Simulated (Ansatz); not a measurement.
# SiO2: the cost of one run

Computed with Ansatz 0.2.0 (DFT, PBE, plane-wave PAW, default files, scalar-relativistic, as far as a step names no other, unless a step's input says otherwise).

**1. The system as given**

Symmetry: Pmma, No. 51, orthorhombic system. The conventional cell has a = 9.778 Å, b = 7.545 Å, c = 9.441 Å, α = 90.00°, β = 90.00°, γ = 90.00°. Si (site symmetry 1) has 4 O at 1.61 to 1.62 Å as nearest neighbours. Si (site symmetry m) has 4 O at 1.59 to 1.61 Å as nearest neighbours. Around O (site symmetry 1) lie 2 Si at 1.61 Å. Around O (site symmetry m) lie 2 Si at 1.62 Å. O (site symmetry m) has 2 Si at 1.61 Å as nearest neighbours. O (site symmetry 2) has 2 Si at 1.61 Å as nearest neighbours. O (site symmetry 2/m) has 2 Si at 1.59 Å as nearest neighbours. Around O (site symmetry mm2) lie 2 Si at 1.61 Å.

As a file:

```cif
data_structure
_symmetry_space_group_name_H-M 'P 1'
_symmetry_Int_Tables_number 1
_cell_length_a 9.7780
_cell_length_b 7.5446
_cell_length_c 9.4405
_cell_angle_alpha 90.000
_cell_angle_beta 90.000
_cell_angle_gamma 90.000
_cell_volume 696.44
loop_
_atom_site_label
_atom_site_type_symbol
_atom_site_fract_x
_atom_site_fract_y
_atom_site_fract_z
_atom_site_occupancy
Si1 Si 0.09073 0.20468 0.36645 1
Si2 Si 0.59073 0.79532 0.63355 1
Si3 Si 0.90927 0.20468 0.63355 1
Si4 Si 0.40927 0.79532 0.36645 1
Si5 Si 0.90927 0.79532 0.63355 1
Si6 Si 0.40927 0.20468 0.36645 1
Si7 Si 0.09073 0.79532 0.36645 1
Si8 Si 0.59073 0.20468 0.63355 1
Si9 Si 0.08954 0.50000 0.14111 1
Si10 Si 0.58954 0.50000 0.85889 1
Si11 Si 0.91046 0.50000 0.85889 1
Si12 Si 0.41046 0.50000 0.14111 1
O1 O 0.05285 0.32459 0.23136 1
O2 O 0.55285 0.67541 0.76864 1
O3 O 0.94715 0.32459 0.76864 1
O4 O 0.44715 0.67541 0.23136 1
O5 O 0.94715 0.67541 0.76864 1
O6 O 0.44715 0.32459 0.23136 1
O7 O 0.05285 0.67541 0.23136 1
O8 O 0.55285 0.32459 0.76864 1
O9 O 0.25000 0.23002 0.40697 1
O10 O 0.75000 0.76998 0.59303 1
O11 O 0.75000 0.23002 0.59303 1
O12 O 0.25000 0.76998 0.40697 1
O13 O 0.05990 0.00000 0.32823 1
O14 O 0.55990 0.00000 0.67177 1
O15 O 0.94010 0.00000 0.67177 1
O16 O 0.44010 0.00000 0.32823 1
O17 O 0.00000 0.26551 0.50000 1
O18 O 0.50000 0.73449 0.50000 1
O19 O 0.00000 0.73449 0.50000 1
O20 O 0.50000 0.26551 0.50000 1
O21 O 0.00000 0.50000 0.00000 1
O22 O 0.50000 0.50000 0.00000 1
O23 O 0.25000 0.50000 0.10134 1
O24 O 0.75000 0.50000 0.89866 1
```

**2. First run, atoms as given**

File input.yaml:

```yaml
crystal:
  lattice:
    - [9.77799132, 0.0, 0.0]
    - [0.0, 7.54459249, 0.0]
    - [0.0, 0.0, 9.44050952]
  atoms:
    - { symbol: Si, position: [0.09072909, 0.20468466, 0.36644619] }
    - { symbol: Si, position: [0.59072909, 0.79531534, 0.63355381] }
    - { symbol: Si, position: [0.90927091, 0.20468466, 0.63355381] }
    - { symbol: Si, position: [0.40927091, 0.79531534, 0.36644619] }
    - { symbol: Si, position: [0.90927091, 0.79531534, 0.63355381] }
    - { symbol: Si, position: [0.40927091, 0.20468466, 0.36644619] }
    - { symbol: Si, position: [0.09072909, 0.79531534, 0.36644619] }
    - { symbol: Si, position: [0.59072909, 0.20468466, 0.63355381] }
    - { symbol: Si, position: [0.08953869, 0.5, 0.14110811] }
    - { symbol: Si, position: [0.58953869, 0.5, 0.85889189] }
    - { symbol: Si, position: [0.91046131, 0.5, 0.85889189] }
    - { symbol: Si, position: [0.41046131, 0.5, 0.14110811] }
    - { symbol: O, position: [0.05285097, 0.32459459, 0.23135542] }
    - { symbol: O, position: [0.55285097, 0.67540541, 0.76864458] }
    - { symbol: O, position: [0.94714903, 0.32459459, 0.76864458] }
    - { symbol: O, position: [0.44714903, 0.67540541, 0.23135542] }
    - { symbol: O, position: [0.94714903, 0.67540541, 0.76864458] }
    - { symbol: O, position: [0.44714903, 0.32459459, 0.23135542] }
    - { symbol: O, position: [0.05285097, 0.67540541, 0.23135542] }
    - { symbol: O, position: [0.55285097, 0.32459459, 0.76864458] }
    - { symbol: O, position: [0.25, 0.23002392, 0.40697273] }
    - { symbol: O, position: [0.75, 0.76997608, 0.59302727] }
    - { symbol: O, position: [0.75, 0.23002392, 0.59302727] }
    - { symbol: O, position: [0.25, 0.76997608, 0.40697273] }
    - { symbol: O, position: [0.0599047, 0.0, 0.32822682] }
    - { symbol: O, position: [0.5599047, 0.0, 0.67177318] }
    - { symbol: O, position: [0.9400953, 0.0, 0.67177318] }
    - { symbol: O, position: [0.4400953, 0.0, 0.32822682] }
    - { symbol: O, position: [0.0, 0.26550516, 0.5] }
    - { symbol: O, position: [0.5, 0.73449484, 0.5] }
    - { symbol: O, position: [0.0, 0.73449484, 0.5] }
    - { symbol: O, position: [0.5, 0.26550516, 0.5] }
    - { symbol: O, position: [0.0, 0.5, 0.0] }
    - { symbol: O, position: [0.5, 0.5, 0.0] }
    - { symbol: O, position: [0.25, 0.5, 0.10133846] }
    - { symbol: O, position: [0.75, 0.5, 0.89866154] }
kpoints:
  mp_grid: { grid: [2, 3, 3] }
scf:
  occupations: { method: fermi_dirac, width: 0.02 }
hamiltonian:
  xc: pbe
  pseudopotentials: { kind: paw }
output:
  forces: true
  stress: true
  populations: true
  efg: { quadrupole_moments_barn: { O: -0.02558 }, contact_densities: true }
```

Launch:

```
$ ansatz run input.yaml --threads 1 --pin off --max-ram 2560MiB --backend cpu --events-out ev --progress --plain --runs-dir out
```

Q: Estimate wall time and peak memory on 1 thread of Intel Xeon 6975P-C (Granite Rapids), shared host.

About 40 s, with a peak of 1.2 GiB.
